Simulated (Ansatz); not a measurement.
Input:

Starting cell, ZnTe (zinc blende):

```
ZnTe
1.0
    0.00000     3.08955     3.08955
    3.08955     0.00000     3.08955
    3.08955     3.08955     0.00000
Te Zn
1 1
Direct
  0.75000   0.75000   0.75000
  0.00000   0.00000   0.00000
```

Scan: atom 2 (Zn, nearest neighbour Te at 2.676 Å; its periodic images, 4.4 Å or more away, move with it) is displaced towards the nearest neighbour, direction (-0.577, 0.577, 0.577) in Cartesian axes, by s. The other atoms stay.

Method: PBE (plane waves to 420 eV, PAW, scalar-relativistic; Ansatz, a quantum-chemistry and plane-wave program). k mesh 8×8×8 (Γ-centred), Fermi-Dirac smearing 0.05 eV. E stands for the smeared free energy. Spin-orbit coupling is left out, though Te is heavy. ZnTe was relaxed with its symmetry unable to fall. ΔE is measured from the undisplaced structure.

The scan covers s from -0.540 to 0.540 Å in 11 points.

Is this a single well or a double well?

A single well with its minimum at or next to zero displacement.

Is the energy the same for displacements of ±0.540 Å, and if not, which side lies higher?

Not even: the positive side lies higher at ±0.540 Å. With its periodic images moving along, the atom's site symmetry in this cell is -43m.

What is the energy change at s = 0.540 Å?

1363 meV/cell.

What force acts on the atom along the line at s = -0.540 Å?

0.744 eV/Å.

What is the force constant k = d²E/ds² of this move at s = 0?

4.49 eV/Å².

(For displaced atoms, the force is minus the slope of the energy, and its curvature is a force constant, which sets phonon frequencies.)
